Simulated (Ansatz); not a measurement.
Input file of a DFT run on LiH with Ansatz:

```yaml
crystal:
  lattice:
    - [0.0, 2.0046365219, 2.0046365219]
    - [2.0046365219, 0.0, 2.0046365219]
    - [2.0046365219, 2.0046365219, 0.0]
  atoms:
    - { symbol: Li, position: [0.0, 0.0, 0.0] }
    - { symbol: H, position: [0.5, 0.5, 0.5] }
basis:
  ecutwfc: 420
  ecutrho_ratio: 4
kpoints:
  mp_grid: { grid: [8, 8, 8] }
hamiltonian:
  xc: pbe
scf:
  occupations: { method: gaussian, width: 0.05 }
output:
  forces: true
  stress: true
  eigenvalues: true
```

Launched as:
```sh
ansatz run input.yaml --threads 4 --pin off --max-ram 7168MiB --backend cpu --events-out ev --progress --plain --runs-dir out
```

The chain of runs began from a cell as deposited in COD, expanded in volume.

What the program printed, in part:

```
Pseudopotentials: kind: paw
Pseudopotential: Li, paw, valence charge 3, recommended cutoff 420 eV (normal), Li.paw.azcp
Pseudopotential: H, paw, valence charge 1, recommended cutoff 420 eV (normal), H.paw.azcp
Crystal: 2 atoms, lattice volume = 16.112 Å³
Basis set: ecut = 420 eV, 331 PW (Γ), exchange–correlation on 40×40×40 points (8 copies of the dense FFT grid, shifted against one another)
Bands: 6, of which v1, the nominal top of the filled ones, is band 2 counted from 1 (1 counted from 0)
Symmetry: 48 space group operations
Space group: Fm-3m (ITA 225), of the structure as read, at distance tolerance 2.5e-5 Å
k-points: 29 of 512
Initial density: superposition of atomic densities (neutral atoms: chi_scale 0, normalization atom), corrected by the library's trained network
Initial wavefunctions: pseudopotential atomic-orbital guess
Functional: x = pbe(κ = 0.804, μ = 0.21951), c = pbe(β = 0.06672)
```

SCF trace (energy estimate counted from the last row):
```tsv
iteration	ΔE (eV)	density residual (eV)
1	6.9e-05	6.41e-5
2	2.4e-05	1.14e-5
3	1.0e-06	3.53e-7
4	0.000	5.88e-9
5	0.000	5.25e-11
6	0.000	1.27e-12
```

```
SCF 1 converged in 6 iterations: F = -221.391654 eV  dr2 = 1.27e-12
SCF converged after 6 iterations
Free energy (F): -221.391654 eV
E sigma→0 (E₀):  -221.391654 eV
Fermi energy:    2.226081 eV
--- Per-component energies (eV) ---
  E_band       = -90.193500
  E_kinetic    = 35.986822
  E_local      = -124.623094  (includes V_loc(G=0)·N_el)
  E_nonlocal   = -31.731019
  E_hartree    = 34.828447
  E_xc         = -20.224999
  E_vxc        = -26.110616  (∫ρ·V_xc dr)
  E_paw        = -21.550418  (= ΣΔE_a)
  E_vpaw       = -13.371314  (= ΣTr[D̂ρ^β])
  E_aug_tail   = -0.001175  (compensation charges beyond the density's cutoff)
  E_ewald      = -94.076218
  E_smearing   =  0.000000  (= −TS)
--- Forces (eV/Å), atoms counted from 1 ---
  atom   1  Li     0.00000000     0.00000000     0.00000000
  atom   2  H      0.00000000     0.00000000     0.00000000
--- Stress (GPa, compression-positive) ---
       -0.055067       0.000000       0.000000
        0.000000      -0.055067       0.000000
        0.000000       0.000000      -0.055067
  P = ⅓ Tr σ = -0.0551 GPa (-0.551 kbar)
--- Band table (eV; the first three rows and the last of 29) ---
  k-point 0: bands = ["-43.5363", "-4.7054", "16.8152", "18.6090", "18.6090", "18.6090"]
  k-point 1: bands = ["-43.5295", "-4.4297", "14.5925", "17.2874", "18.0592", "18.0592"]
  k-point 2: bands = ["-43.5132", "-3.6388", "10.4480", "15.7934", "17.3652", "17.3652"]
  k-point 28: bands = ["-43.4757", "0.5050", "6.0046", "6.0046", "12.5130", "18.3630"]
```

In short (PBE): pressure -0.1 GPa, gap on the mesh 2.99 eV.

Cost: 0.25 s on 4 threads of Arm Neoverse V1 (shared host), peak memory 0.24 GiB.

Semilocal functionals underestimate band gaps, commonly by a third or more.
